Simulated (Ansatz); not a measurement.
The system is NaF (Villiaumite).

```xyz
2
Lattice="0.0000 2.3200 2.3200 2.3200 0.0000 2.3200 2.3200 2.3200 0.0000" Properties=species:S:1:pos:R:3 pbc="T T T"
Na    0.0000    0.0000    0.0000
F     2.3200    2.3200    2.3200
```

Base run:

| Quantity | Value |
| --- | --- |
| Program | Ansatz 0.2.0 |
| Functional | PBE |
| Potentials or basis | all-electron LAPW, scalar-relativistic |
| Cutoff | 261 eV |
| Density cutoff | 1046 eV |
| Basis error allowed | 0.001 eV/atom |
| k mesh | 10 × 10 × 10 |
| Occupations | gaussian, width 0.1 eV |
| Spin | no spin polarisation |

Its results: band gap on the k mesh 6.29 eV, direct; pressure 1.9 GPa.

Task: The run is repeated on the same cell with these changes: functional from PBE to LDA; occupations from gaussian, width 0.1 eV to fermi-dirac, width 0.05 eV. What comes out?

Result: Band gap on the k mesh 5.94 eV, direct; pressure -4.4 GPa.

Not every run made on this cell is shown here.
